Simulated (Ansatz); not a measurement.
# AlN

Level of theory: DFT, PBEsol, scalar-relativistic, no spin polarisation; plane waves to 420 eV with PAW datasets (Ansatz 0.2.0), 14×14×14 k-mesh, Gaussian smearing of 0.05 eV. The datasets are Ansatz's generated set soft_2.

```
CELL_PARAMETERS angstrom
0.00000 2.02261 2.02261
2.02261 0.00000 2.02261
2.02261 2.02261 0.00000
ATOMIC_POSITIONS crystal
Al 0.00000 0.00000 0.00000
N 0.50000 0.50000 0.50000
```

The chain of runs began from a cell as deposited in COD, expanded in volume.

The cell is relaxed to zero pressure at this level.

The cell has space group Fm-3m (read at 0.01 Å). In it the stress is 0.00, 0.00, 0.00, 0.00, 0.00, 0.00 GPa and the largest force component 0.000 eV/Å. Each change below starts from this cell, without further relaxation. Stress is in GPa, positive in compression, in the order xx, yy, zz, yz, xz, xy; energies are counted from the cell above.

Question: What happens when atom 2 (N) is moved by 0.05 Å along z?

Answer: The energy changes by 9.2 meV per cell, and the force on it along the shift is -0.371 eV/Å (−F/u = 7.42 eV/Å²). Stress: -0.09, -0.09, 1.41, 0.00, 0.00, 0.00.
| atom | Fx (eV/Å) | Fy | Fz |
| --- | --- | --- | --- |
| Al1 | 0.000 | 0.000 | 0.371 |
| N2 | 0.000 | 0.000 | -0.371 |
In a harmonic crystal the energy would rise by −½F·u = ½ × 7.42 × 0.05² eV = 9.3 meV, which matches.

Question: A single strain component, atoms carried along, gave the stress 3.50, 3.50, 10.22, 0.00, 0.00, 0.00. Which component, and about how large?

Answer: An engineering strain of -2 % in zz; the energy changes by 10.1 meV per cell.

